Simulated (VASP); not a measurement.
# Ca (Im-3m) in VASP: notebook

Runs on Ca. Level: LDA. Tasks: single point.

All numbers are computed with VASP 6.6.1; they aren't measurements. Logs are shortened: lines on timing, memory, paths and dates and some standing lists are left out, and cuts for length are marked.

## 1. Starting point

It takes space group Im-3m (No. 229, cubic). The conventional cell has a = 4.480 Å, b = 4.480 Å, c = 4.480 Å, α = 90.00°, β = 90.00°, γ = 90.00°. Ca (site symmetry m-3m) is surrounded by 8 Ca at 3.88 Å.

This isn't the form of Ca at room conditions, which is fcc.

## 2. Single point, LDA

INCAR

```
PREC     = Accurate       # precision mode
ENCUT    = 520            # plane-wave cutoff, eV
EDIFF    = 1E-7           # SCF threshold, eV
ISMEAR   = 0              # smearing method
SIGMA    = 0.15           # smearing width, eV
LREAL    = False          # projectors in reciprocal space
LASPH    = True           # aspherical terms in the spheres
NELM     = 100            # most SCF steps
ALGO     = Normal         # electronic algorithm
ISIF     = 2              # what is computed and relaxed
LWAVE    = False          # write WAVECAR
LCHARG   = True           # write CHGCAR
GGA      = CA             # functional
LELF     = True           # ELF
LVHAR    = True         
NBANDS   = 11             # bands
```

KPOINTS

```
regular mesh
0
Gamma
  16 16 16
```

POSCAR

```
Ca
1.0
   -2.2400000000      2.2400000000      2.2400000000
    2.2400000000     -2.2400000000      2.2400000000
    2.2400000000      2.2400000000     -2.2400000000
Ca
1
Direct
    0.0000000000      0.0000000000      0.0000000000
```

Potentials or basis: VASP PAW LDA potentials, release 64 (Ca_sv).

Run with:

```sh
$ cat potpaw_LDA.64/Ca_sv/POTCAR > POTCAR
$ mpirun -np 1 vasp_std > vasp.out
```

OUTCAR:

```text
PREC = Accurate
   ENCUT = 520
   EDIFF = 1E-7
   ISMEAR = 0
   LREAL = False
   LASPH = True
   NELM = 100
   ISIF = 2
   GGA = CA

 ion  position               nearest neighbor table
   1  0.000  0.000  0.000-

  LATTYP: Found a body centered cubic cell.
 ALAT       =     4.4800000000

  Lattice vectors:

 A1 = (  -2.2400000000,   2.2400000000,   2.2400000000)
 A2 = (   2.2400000000,  -2.2400000000,   2.2400000000)
 A3 = (   2.2400000000,   2.2400000000,  -2.2400000000)

Analysis of symmetry for initial positions (statically):
=====================================================================
 Subroutine PRICEL returns:
 Original cell was already a primitive cell.

 Routine SETGRP: Setting up the symmetry group for a
 body centered cubic supercell.

 Subroutine GETGRP returns: Found 48 space group operations
 (whereof 48 operations were pure point group operations)
 out of a pool of 48 trial point group operations.

The static configuration has the point symmetry O_h .

Analysis of symmetry for dynamics (positions and initial velocities):
=====================================================================
 Subroutine PRICEL returns:
 Original cell was already a primitive cell.

 Routine SETGRP: Setting up the symmetry group for a
 body centered cubic supercell.

 Subroutine GETGRP returns: Found 48 space group operations
 (whereof 48 operations were pure point group operations)
 out of a pool of 48 trial point group operations.

The dynamic configuration has the point symmetry O_h .

 Subroutine INISYM returns: Found 48 space group operations
 (whereof 48 operations are pure point group operations),
 and found     1 'primitive' translations

----------------------------------------------------------------------------------------

                                     Primitive cell

  volume of cell :      44.9577

  direct lattice vectors                    reciprocal lattice vectors
    -2.240000000  2.240000000  2.240000000     0.000000000  0.223214286  0.223214286
     2.240000000 -2.240000000  2.240000000     0.223214286  0.000000000  0.223214286
     2.240000000  2.240000000 -2.240000000     0.223214286  0.223214286  0.000000000

  length of vectors
     3.879793809  3.879793809  3.879793809     0.315672670  0.315672670  0.315672670

  position of ions in fractional coordinates (direct lattice)
     0.000000000  0.000000000  0.000000000

  ion indices of the primitive-cell ions
   primitive index   ion index
[... 75 lines left out ...]
   EDIFFG = 0.1E-05   stopping-criterion for IOM
   NSW    =      0    number of steps for IOM
   IBRION =     -1    ionic relax: 0-MD 1-quasi-New 2-CG
   NFREE  =      0    steps in history (QN), initial steepest desc. (CG)
   ISIF   =      2    stress and relaxation
   ISYM   =      2    0-nonsym 1-usesym 2-fastsym
   POTIM  = 0.5000    time-step for ionic-motion
   TEBEG  =    0.0;   TEEND  =   0.0 temperature during run
   PSTRESS=    0.0 pullay stress
   NELECT =      10.0000    total number of electrons
   NUPDOWN=      -1.0000    fix difference up-down
   EMIN   =  10.00;   EMAX   =-10.00  energy-range for DOS
   EFERMI =   0.00;   METHOD = LEGACY
   ISMEAR =     0;   SIGMA  =   0.15  broadening in eV -4-tet -1-fermi 0-gaus
   EFERMI_NEDOS =   21; number of points for ismear=-14 and -15
   IALGO  =     38    algorithm
   IMIX   =      4    mixing-type and parameters
     AMIX     =   0.40;   BMIX     =  1.00
     AMIX_MAG =   1.60;   BMIX_MAG =  1.00
  volume/ion in A,a.u.               =      44.96       303.39
  Fermi-wavevector in a.u.,A,eV,Ry     =   0.991913  1.874443 13.386649  0.983891
  Thomas-Fermi vector in A             =   2.123688
   LORBIT       =      0    0 simple, 1 ext, 2 COOP (PROOUT), +10 PAW based schemes
   GGA     = CA    functional components
   LHFCALC =     F    Hartree Fock is set to
   AEXX    =    0.0000 exact exchange contribution
   IVDW    =     0    specifies the selected vdW correction
   LEPSILON=     F    determine dielectric tensor
   LRPA    =     F    only Hartree local field effects (RPA)
 non-spin polarized calculation
 Gauss-broadening in eV      SIGMA  =   0.15
  energy-cutoff  :      520.00
  volume of cell :       44.96
 maximum number of plane-waves:      1264
 NGX is ok and might be reduce to    30

 number of electron      10.0000001 magnetization

 Free energy of the ion-electron system (eV)
  ---------------------------------------------------
  ext. energy  EPLUGINS =         0.00000000
  ---------------------------------------------------
  free energy    TOTEN  =        -2.13889873 eV

  energy without entropy =       -2.12005802  energy(sigma->0) =       -2.12947837

 E-fermi :   1.5988     XC(G=0):  -7.7617

 val. band max:        1.5940867204   @ k =  -0.4375   0.4375   0.4375
 cond. band min:       1.6023827189   @ k =  -0.4375  -0.4375   0.1250
 fundamental gap:      0.0082959985
 Fermi energy:         1.5987777276

 k-point     1 :       0.0000    0.0000    0.0000
  band No.  band energies     occupation
      1     -40.1686      2.00000
      2     -21.3831      2.00000
      3     -21.3831      2.00000
      4     -21.3831      2.00000
      5      -2.3591      2.00000
      6       3.6601      0.00000
      7       3.6601      0.00000
      8       3.6601      0.00000
      9       4.6595      0.00000
     10       4.6595      0.00000
     11      11.5642      0.00000
[... 309 lines left out ...]
 k-point    24 :       0.2500    0.1875    0.0000
  band No.  band energies     occupation
      1     -40.1581      2.00000
      2     -21.4736      2.00000
      3     -21.4208      2.00000
      4     -21.3926      2.00000
      5      -0.1318      2.00000
      6       2.3982      0.00000
      7       2.7810      0.00000
      8       4.4607      0.00000
      9       4.8487      0.00000
     10       5.2428      0.00000
     11       7.2062      0.00000

 [... further k-points ...]
[... 5 lines left out ...]
  --------------------------------------------------------------------------------------
  -------------------------------------------------------------------------------------
  Total       -0.6973832     -0.6973832     -0.6973832      0.0000000      0.0000000      0.0000000
  in kB      -24.8529547    -24.8529547    -24.8529547      0.0000000      0.0000000      0.0000000
  external PRESSURE =     -24.8529547 kB  Pullay stress =       0.0000000 kB

 VOLUME and BASIS-vectors are now :
 -----------------------------------------------------------------------------
  energy-cutoff  :      520.00
  volume of cell :       44.96
      direct lattice vectors                 reciprocal lattice vectors
    -2.240000000  2.240000000  2.240000000     0.000000000  0.223214286  0.223214286
     2.240000000 -2.240000000  2.240000000     0.223214286  0.000000000  0.223214286
     2.240000000  2.240000000 -2.240000000     0.223214286  0.223214286  0.000000000

 POSITION                                       TOTAL-FORCE (eV/Angst)
 -----------------------------------------------------------------------------------
      0.00000      0.00000      0.00000        -0.000000     -0.000000     -0.000000
 -----------------------------------------------------------------------------------
    total drift:                               -0.000000     -0.000000      0.000000

  FREE ENERGIE OF THE ION-ELECTRON SYSTEM (eV)
  ---------------------------------------------------
  free  energy   TOTEN  =        -2.1388987287 eV

  energy  without entropy=       -2.1200580163  energy(sigma->0) =       -2.12947837
```

stdout:

```text
POSCAR found type information on POSCAR Ca
 POSCAR found :  1 types and       1 ions
 scaLAPACK will be used
 LDA part: xc-table for (Slater(with rela. corr.)+CA(PZ))
 , standard interpolation
 POSCAR, INCAR and KPOINTS ok, starting setup
 FFT: planning ... GRIDC
 FFT: planning ... GRID_SOFT
 FFT: planning ... GRID
 WAVECAR not read
 entering main loop
```

Wall time 29 s (1 thread of Intel Xeon 6975P-C (Granite Rapids), shared host); peak memory 0.19 GiB.

Results:

| Property | Result |
| --- | --- |
| Free energy | -2.1389 eV |
| Pressure | -2.5 GPa |
| Band gap on the k mesh | none (metal or under the smearing width) |

Levels at points of the mesh, in eV from the Fermi level:
| k point | band 2 | band 3 | band 4 | band 5 | band 6 | band 7 | band 8 | band 9 |
| --- | --- | --- | --- | --- | --- | --- | --- | --- |
| (0.00, 0.00, 0.00) | -22.98 | -22.98 | -22.98 | -3.96 | 2.06 | 2.06 | 2.06 | 3.06 |
| (0.50, 0.00, 0.00) | -23.10 | -23.02 | -22.98 | -0.92 | -0.03 | 1.20 | 2.94 | 3.30 |
| (0.50, 0.50, 0.50) | -23.07 | -23.07 | -23.07 | 0.06 | 0.06 | 3.66 | 3.66 | 3.66 |

## 3. Single point, LDA

INCAR

```
ALGO = Normal ; EDIFF = 1E-6
ENCUT = 520 ; ISIF = 2
ISMEAR = 0 ; LASPH = T
LCHARG = F ; LREAL = F
LWAVE = F ; NBANDS = 11
NELM = 60 ; PREC = Accurate
SIGMA = 0.15
```

KPOINTS

```
k-points
0
Gamma
  16 16 16
```

POSCAR is that of step 2.

Potentials or basis: VASP PAW LDA potentials, release 64 (Ca_sv).

Run with:

```sh
$ cat potpaw_LDA.64/Ca_sv/POTCAR > POTCAR
$ mpirun -np 1 vasp_std > vasp.out
```

Wall time 26 s (1 thread of Intel Xeon 6975P-C (Granite Rapids), shared host); peak memory 0.19 GiB.

It converged, with:

```
Free energy            : -2.1389 eV
Pressure               : -2.5 GPa
Band gap on the k mesh : none (metal or under the smearing width)
```

Levels at points of the mesh, in eV from the Fermi level:
```
           k point  band 2  band 3  band 4  band 5  band 6  band 7  band 8  band 9
(0.00, 0.00, 0.00)  -22.98  -22.98  -22.98   -3.96    2.06    2.06    2.06    3.06
(0.50, 0.00, 0.00)  -23.10  -23.02  -22.98   -0.92   -0.03    1.20    2.94    3.30
(0.50, 0.50, 0.50)  -23.07  -23.07  -23.07    0.06    0.06    3.66    3.66    3.66
```
